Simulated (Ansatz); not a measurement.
# C7H8O: the cost of one run

Method: one geometry, several basis sets; program: Ansatz 0.2.0, Gaussian basis.

Levels to be run: PBE0-D4/def2-SVP; ωB97M-V/def2-SVP; PBE0-D4/def2-QZVPP; ωB97M-V/def2-QZVPP; the functionals' def2-TZVPP values are taken from earlier runs.

### 1 The relaxed structure

The geometry comes from an earlier relaxation with PBE0-D4 in a triple-zeta def2 set; it is a stationary point, not always the lowest conformer.

16 atoms, charge 0, spin multiplicity 1.

Atoms are counted from 1 here; the program's logs count them from 0.

Bond lengths: O1–C2 1.410 Å, O1–H9 0.961 Å, C2–C3 1.505 Å, C2–H10 1.098 Å, C2–H11 1.094 Å, C3–C4 1.392 Å, C3–C8 1.390 Å, C4–C5 1.386 Å, C4–H12 1.084 Å, C5–C6 1.388 Å, C5–H13 1.084 Å, C6–C7 1.386 Å, C6–H14 1.084 Å, C7–C8 1.387 Å, C7–H15 1.084 Å, C8–H16 1.086 Å. Angles: C2–O1–H9 108.0°, O1–C2–C3 113.8°, O1–C2–H10 111.4°, O1–C2–H11 105.3°, C3–C2–H10 109.3°, C3–C2–H11 109.9°, H10–C2–H11 106.9°, C2–C3–C4 120.5°, C2–C3–C8 120.6°, C4–C3–C8 118.9°, C3–C4–C5 120.5°, C3–C4–H12 119.1°, C5–C4–H12 120.5°, C4–C5–C6 120.2°, C4–C5–H13 119.8°, C6–C5–H13 120.0°, C5–C6–C7 119.6°, C5–C6–H14 120.2° and more.

### 2 PBE0-D4 in def2-SVP

Contents of in.yaml:

```yaml
crystal:
  periodic: [false, false, false]
  atoms:
    - {symbol: O, position_ang: [2.348681, -1.512517, 0.681373]}
    - {symbol: C, position_ang: [1.163623, -1.080478, 1.312145]}
    - {symbol: C, position_ang: [0.266267, -0.264327, 0.422043]}
    - {symbol: C, position_ang: [0.806804, 0.626628, -0.500349]}
    - {symbol: C, position_ang: [-0.020644, 1.393544, -1.304958]}
    - {symbol: C, position_ang: [-1.399784, 1.285020, -1.193576]}
    - {symbol: C, position_ang: [-1.946189, 0.399548, -0.277271]}
    - {symbol: C, position_ang: [-1.115812, -0.372851, 0.521228]}
    - {symbol: H, position_ang: [2.102724, -1.997495, -0.111462]}
    - {symbol: H, position_ang: [0.596434, -1.927439, 1.721450]}
    - {symbol: H, position_ang: [1.493020, -0.476880, 2.163583]}
    - {symbol: H, position_ang: [1.884698, 0.707279, -0.585611]}
    - {symbol: H, position_ang: [0.412520, 2.083028, -2.020933]}
    - {symbol: H, position_ang: [-2.046331, 1.885506, -1.823127]}
    - {symbol: H, position_ang: [-3.022464, 0.302783, -0.189693]}
    - {symbol: H, position_ang: [-1.546646, -1.074147, 1.229359]}
basis:
  gaussian: {orbitals: def2-SVP}
hamiltonian: {xc: pbe0, dispersion: d4}
output: {orbitals: {seedname: orbitals}}
```

Run with:

```bash
$ ansatz run in.yaml --threads 2 --pin off --events-out ev --progress --plain --max-ram 32768MiB --backend cpu
```

Q: Estimate wall time and peak memory on 2 threads of AMD EPYC 7R13, shared host.

About 3.2 s, with a peak of 0.43 GiB.
